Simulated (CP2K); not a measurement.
Runs of CP2K 2026.2 on PbS (Galena). The structure is cubic, space group Fm-3m (No. 225). The conventional cell has a = 5.931 Å, b = 5.931 Å, c = 5.931 Å, α = 90.00°, β = 90.00°, γ = 90.00°. Pb (site symmetry m-3m) is surrounded by 6 S at 2.97 Å. S (site symmetry m-3m) is surrounded by 6 Pb at 2.97 Å. 

| task | level | potentials or basis | smearing | EPS_DEFAULT | NGRIDS | points a segment of the path (NPOINTS) | bands added on the path | CUTOFF of the grids | gap on the mesh (eV) | pressure (GPa) |
| --- | --- | --- | --- | --- | --- | --- | --- | --- | --- | --- |
| band structure | TB-mBJ | POTENTIAL_UZH Pb GTH-PBE-q4, S GTH-PBE-q6; TZVP-MOLOPT-PBE-GTH basis | fermi-dirac 0.01 eV | 1.0E-9 | 4 | 6 | 4 | 675 Ry | (a) | - |
| band structure | PBEsol | POTENTIAL_UZH Pb GTH-PBE-q4, S GTH-PBE-q6; TZVP-MOLOPT-PBE-GTH basis | fermi-dirac 0.0259 eV | 1.0E-9 | 4 | 10 | 6 | 450 Ry | 0.10 | 1.5 |
| band structure | PBE | POTENTIAL_UZH Pb GTH-PBE-q4, S GTH-PBE-q6; TZVP-MOLOPT-PBE-GTH basis | fermi-dirac 0.0259 eV | 1.0E-10 | 4 | 6 | 2 | 450 Ry | 0.23 | 2.9 |
| single point | PBE | POTENTIAL_UZH Pb GTH-PBE-q4, S GTH-PBE-q6; TZVP-MOLOPT-PBE-GTH basis | fermi-dirac 0.05 eV | 1.0E-10 | 5 | - | - | 450 Ry | 0.23 | 2.9 |
| band structure | PBE | POTENTIAL_UZH Pb GTH-PBE-q4, S GTH-PBE-q6; TZVP-MOLOPT-PBE-GTH basis | fermi-dirac 0.01 eV | 1.0E-9 | 5 | 10 | 4 | 450 Ry | 0.23 | 2.9 |
| band structure | r2SCAN | POTENTIAL_UZH Pb GTH-SCAN-q4, S GTH-SCAN-q6; TZVP-MOLOPT-SCAN-GTH basis | fermi-dirac 0.05 eV | 1.0E-9 | 5 | 6 | 4 | 675 Ry | 0.47 | 0.1 |
| band structure | LDA | GTH_POTENTIALS Pb GTH-PADE-q4, S GTH-PADE-q6; TZVP-MOLOPT-PBE-GTH basis | fermi-dirac 0.01 eV | 1.0E-9 | 4 | 10 | 2 | 450 Ry | (b) | -3.4 |

Alike in all rows: no spin polarisation; cell as given; k mesh 8 × 8 × 8.

Estimate the missing entries.

(a) 0.58; (b) 0.24.

Caveats: spin-orbit coupling is left out, which as a rule narrows the gap of such compounds by several tenths of an eV; the basis of atomic orbitals isn't converged, which shifts pressures, moduli and gaps; the potentials were made for another functional, which shifts forces and pressure (some runs); this is a model potential without an energy functional, so only levels have meaning (some runs).

A k mesh can miss the band edges, and the runs leave out spin-orbit coupling on Pb.

Not every run made on this cell is shown here.
